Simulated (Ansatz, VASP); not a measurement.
This is a calculation of TiO2 for VASP 6.6.1.

Contents of INCAR:

```
  PREC = Accurate
  ENCUT = 520
  EDIFF = 1E-6
  ISMEAR = -1
  SIGMA = 0.05
  LREAL = False
  LASPH = True
  NELM = 80
  ALGO = Normal
  ISIF = 2
  LWAVE = False
  LCHARG = False
  GGA = PE
  IBRION = 2
  NSW = 60
  EDIFFG = -0.01
```

The input KPOINTS:

```
regular mesh
0
Gamma
  7 5 3
```

POSCAR

```
TiO2
1.0
    3.0276298372      0.0000000000      0.0000000000
    0.0002122451      4.7076067549      0.0000000000
    1.5132410135      0.2423534620      7.0834647979
Ti O
3 6
Direct
    0.0033718700      0.0003888100      0.0007031900
    0.3446402100      0.4802596500      0.3169598700
    0.6617081400      0.5204743600      0.6844963600
    0.4400381600      0.1854376900      0.1285388000
    0.7779263400      0.2977287500      0.4518780700
    0.1012362400      0.3089534200      0.8062432200
    0.9064972100      0.6918369900      0.1951715700
    0.2294071500      0.7030072800      0.5495147300
    0.5680256700      0.8153000600      0.8728271800
```

Potentials or basis: VASP PAW PBE potentials, release 64 (Ti_sv, O).

Command:

```bash
$ cat potpaw_PBE.64/Ti_sv/POTCAR potpaw_PBE.64/O/POTCAR > POTCAR
$ mpirun -np 1 vasp_std > vasp.out
```

Translate it to Ansatz 0.2.0. Potentials there: Ansatz PAW.

As run (the cutoff follows the program's own potentials):

File input.yaml:

```yaml
crystal:
  lattice:
    - [3.0276298372, 0.0, 0.0]
    - [0.0002122451, 4.7076067549, 0.0]
    - [1.5132410135, 0.242353462, 7.0834647979]
  atoms:
    - { symbol: Ti, position: [0.00337187, 0.00038881, 0.00070319] }
    - { symbol: Ti, position: [0.34464021, 0.48025965, 0.31695987] }
    - { symbol: Ti, position: [0.66170814, 0.52047436, 0.68449636] }
    - { symbol: O, position: [0.44003816, 0.18543769, 0.1285388] }
    - { symbol: O, position: [0.77792634, 0.29772875, 0.45187807] }
    - { symbol: O, position: [0.10123624, 0.30895342, 0.80624322] }
    - { symbol: O, position: [0.90649721, 0.69183699, 0.19517157] }
    - { symbol: O, position: [0.22940715, 0.70300728, 0.54951473] }
    - { symbol: O, position: [0.56802567, 0.81530006, 0.87282718] }
hamiltonian:
  xc: pbe
  pseudopotentials: { kind: paw }
kpoints:
  mp_grid: { grid: [7, 5, 3] }
scf:
  occupations: { method: fermi_dirac, width: 0.05 }
output:
  forces: true
  stress: true
  eigenvalues: true
relax:
  f_tol: 0.01
  max_steps: 40
```

Potentials or basis: Ansatz PAW.

The run is started by

```sh
$ ansatz run input.yaml --threads 4 --pin off --max-ram 11264MiB --backend cpu --events-out ev --progress --plain --runs-dir out
```

Both were run:

|  | VASP | Ansatz | Ansatz less VASP |
| --- | --- | --- | --- |
| gap on the k mesh at the Fermi level, each at its own relaxed structure (eV) | 2.20 | 2.39 | +0.186 |

Caveats: an odd mesh through Γ misses points on the zone boundary, where band edges often lie (VASP); odd divisions of the mesh miss points on the zone boundary, where band edges often lie, so the gap on the mesh can be too wide (Ansatz).
